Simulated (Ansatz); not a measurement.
# MnSi (P1) in Ansatz: convergence with k mesh

Aim: find how far k mesh must go before the results for MnSi settle, at r2SCAN. This setting moves, with any that are tied to it; all else stays.

Everything below comes from runs of Ansatz 0.2.0. Logs are shortened: lines on timing, memory, paths and dates and some standing lists are left out, and cuts for length are marked.

## (1) The cell of the first run

The typed cell holds 2 atoms: a = 3.574 Å, b = 3.574 Å, c = 3.574 Å, α = 60.00°, β = 60.00°, γ = 60.00°.

The cell was built by a generator and needn't be a form met in nature.

The cell isn't the ideal one: atoms moved at random, drawn with an rms of 0.05 Å.

## (2) With k mesh 3 × 3 × 3

The input, input.yaml:

```yaml
crystal:
  lattice:
    - [0.0, 2.5272246, 2.5272246]
    - [2.5272246, 0.0, 2.5272246]
    - [2.5272246, 2.5272246, 0.0]
  atoms:
    - { symbol: Mn, position: [0.013282, 6.1e-05, -0.003546], spin: 4.0 }
    - { symbol: Si, position: [0.250977, 0.251403, 0.244421] }
hamiltonian:
  xc: r2scan
  pseudopotentials: { kind: paw, level: accurate }
magnetization:
  spin_polarized: true
kpoints:
  mp_grid: { grid: [3, 3, 3] }
scf:
  occupations: { method: methfessel_paxton, width: 0.05 }
output:
  forces: true
  stress: true
  eigenvalues: true
```

Potentials or basis: Ansatz PAW earlier set.

The run is started by

```
ansatz run input.yaml --threads 2 --pin off --max-ram 5632MiB --backend cpu --events-out ev --progress --plain --runs-dir out
```

Wall time 18 s (2 threads of Arm Neoverse V2, shared host); peak memory 0.54 GiB.

What came out:

```
Free energy            : -4541.1793 eV
Pressure               : 16.6 GPa
Largest force          : 0.649 eV/Å
Band gap on the k mesh : none (metal or under the smearing width)
Net moment             : 1.67 μB per cell
Absolute moment        : 2.09 μB per cell
Site moments           : Mn +1.68; Si -0.10 μB
```

## (3) With k mesh 4 × 4 × 4

input.yaml: that of step 2 with these lines changed.

```diff
@@ -14,3 +14,3 @@
 kpoints:
-  mp_grid: { grid: [3, 3, 3] }
+  mp_grid: { grid: [4, 4, 4] }
 scf:
```

Potentials or basis: Ansatz PAW earlier set.

The run is started by

```
ansatz run input.yaml --threads 2 --pin off --max-ram 5632MiB --backend cpu --events-out ev --progress --plain --runs-dir out
```

It took 24 s on 2 threads of Arm Neoverse V2, shared host; peak memory 0.62 GiB.

What came out:

* Free energy: -4541.2390 eV
* Pressure: 22.6 GPa
* Largest force: 0.490 eV/Å
* Band gap on the k mesh: none (metal or under the smearing width)
* Net moment: 2.34 μB per cell
* Absolute moment: 3.06 μB per cell
* Site moments: Mn +2.42; Si -0.16 μB

## (4) With k mesh 5 × 5 × 5

input.yaml: that of step 3 with these lines changed.

```diff
@@ -14,3 +14,3 @@
 kpoints:
-  mp_grid: { grid: [4, 4, 4] }
+  mp_grid: { grid: [5, 5, 5] }
 scf:
```

The run is started by

```
ansatz run input.yaml --threads 2 --pin off --max-ram 5632MiB --backend cpu --events-out ev --progress --plain --runs-dir out
```

It took 37 s on 2 threads of Arm Neoverse V2, shared host; peak memory 0.65 GiB.

Results:

```
Free energy            : -4541.1790 eV
Pressure               : 22.6 GPa
Largest force          : 0.733 eV/Å
Band gap on the k mesh : none (metal or under the smearing width)
Net moment             : 2.33 μB per cell
Absolute moment        : 3.00 μB per cell
Site moments           : Mn +2.39; Si -0.16 μB
```

## (5) With k mesh 7 × 7 × 7

input.yaml: that of step 4 with these lines changed.

```diff
@@ -14,3 +14,3 @@
 kpoints:
-  mp_grid: { grid: [5, 5, 5] }
+  mp_grid: { grid: [7, 7, 7] }
 scf:
```

The run is started by

```
ansatz run input.yaml --threads 2 --pin off --max-ram 5632MiB --backend cpu --events-out ev --progress --plain --runs-dir out
```

Wall time 86 s (2 threads of Arm Neoverse V2, shared host); peak memory 0.87 GiB.

Results:

```yaml
Free_energy: -4541.2215 eV
Pressure: 22.5 GPa
Largest_force: 0.696 eV/Å
Band_gap_on_the_k_mesh: none (metal or under the smearing width)
Net_moment: 2.32 μB per cell
Absolute_moment: 3.04 μB per cell
Site_moments: Mn +2.41; Si -0.16 μB
```

## (6) With k mesh 8 × 8 × 8

input.yaml: that of step 5 with these lines changed.

```diff
@@ -14,3 +14,3 @@
 kpoints:
-  mp_grid: { grid: [7, 7, 7] }
+  mp_grid: { grid: [8, 8, 8] }
 scf:
```

Potentials or basis: Ansatz PAW earlier set.

The run is started by

```
ansatz run input.yaml --threads 2 --pin off --max-ram 5632MiB --backend cpu --events-out ev --progress --plain --runs-dir out
```

Wall time 2.1 min (2 threads of Arm Neoverse V2, shared host); peak memory 1.1 GiB.

The run converged. Its results:

| Property | Result |
| --- | --- |
| Free energy | -4541.2113 eV |
| Pressure | 23.1 GPa |
| Largest force | 0.700 eV/Å |
| Band gap on the k mesh | none (metal or under the smearing width) |
| Net moment | 2.38 μB per cell |
| Absolute moment | 3.08 μB per cell |
| Site moments | Mn +2.45; Si -0.16 μB |

## (7) With k mesh 10 × 10 × 10

input.yaml: that of step 6 with these lines changed.

```diff
@@ -14,3 +14,3 @@
 kpoints:
-  mp_grid: { grid: [8, 8, 8] }
+  mp_grid: { grid: [10, 10, 10] }
 scf:
```

The run is started by

```
ansatz run input.yaml --threads 2 --pin off --max-ram 5632MiB --backend cpu --events-out ev --progress --plain --runs-dir out
```

Run time: 3.7 min. Hardware: 2 threads of Arm Neoverse V2, shared host; peak memory 1.6 GiB.

It converged, with:

| Quantity | Value |
| --- | --- |
| Free energy | -4541.2136 eV |
| Pressure | 22.9 GPa |
| Largest force | 0.692 eV/Å |
| Band gap on the k mesh | none (metal or under the smearing width) |
| Net moment | 2.37 μB per cell |
| Absolute moment | 3.05 μB per cell |
| Site moments | Mn +2.42; Si -0.16 μB |

## (8) With k mesh 12 × 12 × 12

input.yaml: that of step 7 with these lines changed.

```diff
@@ -14,3 +14,3 @@
 kpoints:
-  mp_grid: { grid: [10, 10, 10] }
+  mp_grid: { grid: [12, 12, 12] }
 scf:
```

Potentials or basis: Ansatz PAW earlier set.

The run is started by

```
ansatz run input.yaml --threads 2 --pin off --max-ram 5632MiB --backend cpu --events-out ev --progress --plain --runs-dir out
```

Standard output:

```text
Warning: RAYON_NUM_THREADS=2 ignored (pool sized by the plan → 2); use --threads N
Engine: ansatz 0.2.0, aarch64-unknown-linux-gnu
Pseudopotentials: kind: paw, level: accurate
Pseudopotential: Mn, paw, valence charge 15, recommended cutoff 780 eV (high), Mn.paw.azcp
Pseudopotential: Si, paw, valence charge 4, recommended cutoff 420 eV (normal), Si.paw.azcp#accurate
Functional definition: r2SCAN
  parameter k0 = 0.174
  parameter k1 = 0.065
  parameter a1 = 4.9479
  exchange = r2scan_x(k0 = k0, k1 = k1, a1 = a1)
  correlation = r2scan_c
Crystal: 2 atoms, lattice volume = 32.282 Å³
Basis set: ecut = 780 eV, 1639 PW (Γ), exchange–correlation on 144×144×144 points (64 copies of the dense FFT grid, shifted against one another)
Bands: 16, of which v1, the nominal top of the filled ones, is band 10 counted from 1 (9 counted from 0)
Symmetry: 1 space group operations
Space group: P1 (ITA 1), of the structure as read, at distance tolerance 3.2e-5 Å
Magnetic group: BNS 1.1 (UNI 1), of the structure as read, at distance tolerance 3.2e-5 Å
k-points: 868 of 1728 (time reversal used)
Non-local potential: Mn, projectors of the file, l = 0: 3, l = 1: 3, l = 2: 3, l = 3: 2
Non-local potential: Si, projectors of the file, l = 0: 3, l = 1: 3, l = 2: 2, l = 3: 1, l = 4: 1
PAW form: soft (Blöchl's): semilocal exchange-correlation on the pseudo side does not see the compensation charge
PAW frozen core: Mn, regenerated for the run's functional (the file was generated under x = pbe(κ = 0.804, μ = 0.2195149727645171), c = pbe(β = 0.06672455060314922))
PAW frozen core: Si, as the file was generated: its core relaxes under this functional
PAW one-centre angular grid: Mn, 590 points (default); XC on 187 of its mesh's 887 points in the sphere
PAW one-centre angular grid: Si, 302 points (default); XC on 160 Gauss nodes
Initial density: superposition of atomic densities (chi_scale 0.1, normalization cell)
Starting moments: Σ|m| = 4 μB on 1 of 2 sites
Initial wavefunctions: pseudopotential atomic-orbital guess
Functional: x = r2scan, c = r2scan; τ floored in thin density (d = 2e-4 eV/Å³)
iter 1 solved again at ethr=2.24e-3 eV; its pass at ethr=3.10e-3 eV (dr2=4.26e-1 eV) is discarded
SCF iter   1: F=—  HF=-4540.389864 eV  |F-HF|=—  |Δ(HF+E_count)|=         —  Δρ=4.14e-2 (↑4.14e-2 ↓3.55e-2)  dr2=4.64e-1  dr2_τ=5.51e-2  dr2_m=3.07e-1  M=2.959 μB ∫|m|=3.619 μB  β_m=1.00  ethr=2.24e-3  ⟨swp⟩=1.8  Hψ=203825  notcnv=0
Mixer restart at iter 1: flushing history
preconditioner: auto → Kerker (q_TF=auto, 2.498 Å⁻¹)  [metal: Δε(μ)=0.000 eV  Ē_g=9.869 eV  σ=0.050 eV  W_gap=0.01  n_scr=14 (ndim 8)  ℏωp=21.7 eV  f_vac=0.000  D(μ)=0.80/eV (n_scr^D=0)]
spin=Collinear: Kerker preconditioning applied to the charge; magnetization (m = ρ↑ − ρ↓) channel mixes plain (no charge-response kernel on spin).
SCF iter   2: F=—  HF=-4540.702635 eV  |F-HF|=—  |Δ(HF+E_count)|=   3.13e-1  Δρ=1.90e-2 (↑1.42e-2 ↓1.90e-2)  dr2=2.92e-1  dr2_τ=7.38e-3  dr2_m=7.01e-3  M=2.769 μB ∫|m|=3.652 μB  β_m=1.00  ethr=2.24e-3  ⟨swp⟩=2.5  Hψ=50881  notcnv=0  defer=7  κ⁻¹=1.0e0(r=1)
SCF iter   3: F=—  HF=-4541.332694 eV  |F-HF|=—  |Δ(HF+E_count)|=         —  Δρ=4.44e-2 (↑4.44e-2 ↓3.53e-2)  dr2=2.46e-1  dr2_τ=6.99e-2  dr2_m=3.98e-1  M=2.282 μB ∫|m|=3.014 μB  β_m=1.00  ethr=1.53e-3  ⟨swp⟩=1.5  Hψ=45127  notcnv=0  defer=2004
Mixer restart at iter 3: flushing history
SCF iter   4: F=—  HF=-4541.177650 eV  |F-HF|=—  |Δ(HF+E_count)|=   1.55e-1  Δρ=3.31e-2 (↑3.31e-2 ↓1.58e-2)  dr2=7.87e-1  dr2_τ=3.78e-2  dr2_m=2.49e-2  M=2.385 μB ∫|m|=3.113 μB  β_m=1.00  ethr=2.63e-4  ⟨swp⟩=3.1  Hψ=61727  notcnv=0  defer=2779
[... 13 lines left out ...]
SCF iter  16: F=—  HF=-4541.213489 eV  |F-HF|=—  |Δ(HF+E_count)|=   5.94e-7  S|Δr|=    0.00e0  Δρ=2.47e-5 (↑2.47e-5 ↓2.42e-5)  dr2=8.53e-7  dr2_τ=2.10e-8  dr2_m=2.70e-9  M=2.350 μB ∫|m|=3.038 μB  β_m=1.20  ethr=6.99e-9  ⟨swp⟩=2.3  Hψ=37479  notcnv=0  defer=3349  κ⁻¹=3.2e-5(r=5)
SCF iter  17: F=-4541.213490 eV  HF=-4541.213490 eV  |F-HF|=7.17e-8  |Δ(HF+E_count)|=   5.99e-8  S|Δr|=    0.00e0  Δρ=9.31e-6 (↑8.81e-6 ↓9.31e-6)  dr2=9.75e-8  dr2_τ=3.22e-9  dr2_m=8.92e-9  M=2.350 μB ∫|m|=3.039 μB  ethr=5.26e-10  ⟨swp⟩=8.3  Hψ=134407  notcnv=0
SCF 1 converged in 17 iterations: F = -4541.213490 eV  dr2 = 9.75e-8
this state was not tested for a lower state beside it, because cold or Methfessel-Paxton smearing, or corrected tetrahedra, fill the levels in a way that the test cannot read (fill_not_monotonic; see scf.lower_state_search)
SCF converged after 17 iterations
Magnetization: 2.3502 μB (10.6751 up, 8.3249 down)
Absolute magnetization: 3.0388 μB (∫|ρ↑−ρ↓|, with the PAW one-centre terms)
Spin contamination: 0.1980 ħ² per cell (⟨S²⟩ above its minimum at these occupations)
Per-site moments (μB) at R_I (Å): [(2.4108821285929003, 0.8872322135670343), (-0.16012600584672407, 0.8872322135670343)]
Free energy (F): -4541.213490 eV
Harris-Foulkes:  -4541.213490 eV  (|F-HF|=7.17e-8)
Internal energy: -4541.213426 eV  (E = F + TS)
E sigma→0 (E₀):  -4541.213474 eV
Entropy (-TS):   -0.000063 eV (-0.032 meV/atom)
Fermi energy:    10.542757 eV
Step filling:    the computed levels leave a gap of 0.0002 eV = 0.0 smearing widths at the electron count; against every level under it full and every level over it empty, smearing changes F+E_penalty+E_count by -0.033 meV and its σ→0 estimate by -0.017 meV
--- Per-component energies (eV) ---
  E_band       = -298.618210
  E_kinetic    = 599.528728
  E_local      = -2704.861681  (includes V_loc(G=0)·N_el)
  E_nonlocal   = 212.715672
  E_hartree    = 914.005149
  E_xc         = -239.478436
  E_vxc        = -266.260714  (∫ρ·V_xc dr)
  E_paw        = -1611.893119  (= ΣΔE_a, less E_core_relax)
  E_vpaw       = 12.597557  (= ΣTr[D̂ρ^β], less what the cores' own moments, if any, meet on the grid)
  E_core_relax = -0.035033  (the energy of the cores' relaxation)
  E_aug_tail   = 0.000001  (compensation charges beyond the density's cutoff)
  E_vtau       = 19.658119  (kinetic-family band-sum trace: ∫τ·v_τ [+ j·A + Jᵃ·Aᵃ] dr)
  E_ewald      = -1710.912118
  E_core_change = -0.282590  (= ΣΔE_core)
  E_smearing   = -0.000063  (= −TS)
  E_closure    = -0.000000  (closes the sum)
  Σ components = -4541.213490   (vs F -4541.213490, Δ=0.00e0)
--- Forces (eV/Å), atoms counted from 1 ---
  atom   1  Mn    -0.07517579    -0.54239902    -0.41869648
  atom   2  Si     0.07519290     0.54239540     0.41865749
  max |Σ_I F_I| component: 3.90e-5 eV/Å
--- Stress (GPa, compression-positive) ---
       22.872069       2.940709       3.845558
        2.940721      22.668605       0.332009
        3.845562       0.332004      22.751187
  P = ⅓ Tr σ = 22.7640 GPa (227.640 kbar)
--- Band table (eV; the first three rows and the last of 1736) ---
  k-point 0 ↑: bands = ["-73.1364", "-40.6771", "-40.6641", "-40.6508", "-0.0378", "7.0195", "7.0576", "7.0996", "8.0014", "8.0038", "17.6124", "17.7115", "17.7626", "18.6367", "18.6389", "18.6816"]
  k-point 1 ↑: bands = ["-73.1363", "-40.6775", "-40.6648", "-40.6510", "0.0791", "7.0057", "7.0607", "7.1180", "7.9926", "7.9978", "16.2332", "17.2241", "17.2666", "19.0664", "19.1506", "19.3152"]
  k-point 2 ↑: bands = ["-73.1361", "-40.6787", "-40.6667", "-40.6517", "0.4215", "6.8718", "7.1334", "7.1696", "7.9865", "8.0047", "14.2533", "16.5618", "16.5886", "19.2765", "19.7726", "19.8756"]
  k-point 867 ↓: bands = ["-69.4877", "-37.0945", "-37.0380", "-37.0057", "2.3828", "5.9828", "9.1411", "9.1632", "11.4743", "11.8655", "11.9042", "15.3041", "15.4195", "18.9104", "20.3523", "20.4469"]
```

Run time: 6.3 min. Hardware: 2 threads of Arm Neoverse V2, shared host; peak memory 2.4 GiB.

What came out:

| Item | Value |
| --- | --- |
| Free energy | -4541.2135 eV |
| Pressure | 22.8 GPa |
| Largest force | 0.689 eV/Å |
| Band gap on the k mesh | none (metal or under the smearing width) |
| Net moment | 2.35 μB per cell |
| Absolute moment | 3.04 μB per cell |
| Site moments | Mn +2.41; Si -0.16 μB |

## (9) With k mesh 15 × 15 × 15

input.yaml: that of step 8 with these lines changed.

```diff
@@ -14,3 +14,3 @@
 kpoints:
-  mp_grid: { grid: [12, 12, 12] }
+  mp_grid: { grid: [15, 15, 15] }
 scf:
```

Potentials or basis: Ansatz PAW earlier set.

The run is started by

```
ansatz run input.yaml --threads 2 --pin off --max-ram 5632MiB --backend cpu --events-out ev --progress --plain --runs-dir out
```

Wall time 8.5 min (2 threads of Arm Neoverse V2, shared host).

The run was cut off at its time limit.

## (10) Summary

```tsv
k mesh	energy less the tightest run, at zero smearing (meV/atom)	pressure (GPa)	largest force (eV/Å)	absolute moment (μB)	SCF cycles	CPU time (s)	peak memory (GiB)
3 × 3 × 3	17.07	16.63	0.649	2.09	18	34	0.54
4 × 4 × 4	-12.75	22.64	0.490	3.06	16	45	0.62
5 × 5 × 5	17.23	22.63	0.733	3.00	17	70	0.65
7 × 7 × 7	-4.00	22.48	0.696	3.04	17	160	0.87
8 × 8 × 8	1.08	23.10	0.700	3.08	17	240	1.1
10 × 10 × 10	-0.07	22.93	0.692	3.05	17	420	1.6
12 × 12 × 12	0.00	22.76	0.689	3.04	17	720	2.4
15 × 15 × 15	timed out after 510 s	-	-	-	-	-	-
```

Against the tightest run, the energy stays within 1 meV/atom from 10 × 10 × 10 on; the largest force stays within 0.005 eV/Å from 10 × 10 × 10 on; the absolute moment stays within 0.02 μB from 10 × 10 × 10 on. Not settled before the last step: the pressure (to 0.1 GPa). Meshes of other sizes hit other points, so gaps and Fermi surfaces needn't settle smoothly. The tightest run that finished is the yardstick and may itself not be fully converged.

Caveats: the magnetic or orbital state may not be the lowest; the PAW data sets come from PBE, with cores solved anew for the run's functional, which leaves a small shift of forces and pressure.
